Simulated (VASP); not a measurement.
A run of VASP 6.6.1:

INCAR

```
PREC = Accurate ; ENCUT = 520
EDIFF = 1E-6 ; ISMEAR = 0
SIGMA = 0.02 ; LREAL = F
LASPH = T ; NELM = 100
ALGO = Normal ; ISIF = 2
LWAVE = F ; LCHARG = F
GGA = PS ; NBANDS = 20
```

Contents of KPOINTS:

```
Automatic mesh
0
Gamma
  9 9 6
```

The input POSCAR:

```
SnSe2
1.0
    3.9862285056      0.0000000000      0.0000000000
   -1.9931142528      3.4521751511      0.0000000000
    0.0000000000      0.0000000000      5.8668492600
Sn Se
1 2
Direct
    0.0000000000      0.0000000000      0.0000000000
    0.3333333333      0.6666666667      0.2799351036
    0.6666666667      0.3333333333      0.7200648964
```

Potentials or basis: VASP PAW PBE potentials, release 64 (Sn_d, Se).

The run is started by

```console
$ cat potpaw_PBE.64/Sn_d/POTCAR potpaw_PBE.64/Se/POTCAR > POTCAR
$ mpirun -np 1 vasp_std > vasp.out
```

Hardware: 1 thread of Intel(R) Xeon(R) 6975P-C (Granite Rapids), on a shared host.

**Question.** How long does it take, and how much memory?

**Answer.** Wall time 40 s on 1 thread of Intel(R) Xeon(R) 6975P-C (Granite Rapids) (shared host), peak memory 0.25 GiB. Counts: scf iterations 12, k points 62.
